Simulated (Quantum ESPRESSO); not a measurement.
# Al2Pt in Quantum ESPRESSO: the effect of target pressure

Al2Pt:

```
Pt Al
1.0
     0.00000    2.95500    2.95500
     2.95500    0.00000    2.95500
     2.95500    2.95500    0.00000
Pt Al
1 2
Direct
  0.00000 0.00000 0.00000
  0.75000 0.75000 0.75000
  0.25000 0.25000 0.25000
```

Alike in all runs:

* Program: Quantum ESPRESSO 7.5
* Task: relaxation of cell and atoms
* Functional: PBEsol
* Potentials or basis: GBRV 1.5 PBEsol
* Cutoff: 707 eV
* Density cutoff: 5633 eV
* k mesh: 8 × 8 × 8
* Occupations: fermi-dirac, width 0.05 eV
* Spin: no spin polarisation

Each run relaxes the cell or the atoms first.

```csv
target pressure,relaxed volume (Å³/atom)
0 GPa,?
2 GPa,16.83
5 GPa,16.50
10 GPa,16.03
20 GPa,15.25
30 GPa,14.62
```

Problem. What does the run with target pressure 0 GPa give?

Solution. Relaxed volume 17.06 Å³/atom.

Worked out: In Murnaghan's law V^(-B') rises as a straight line in P. The other rows fit best with B' = 3.8, V0 = 17.06 Å³/atom and B0 = 143 GPa, which gives 17.06 Å³/atom at 0 GPa, against the run's 17.06.
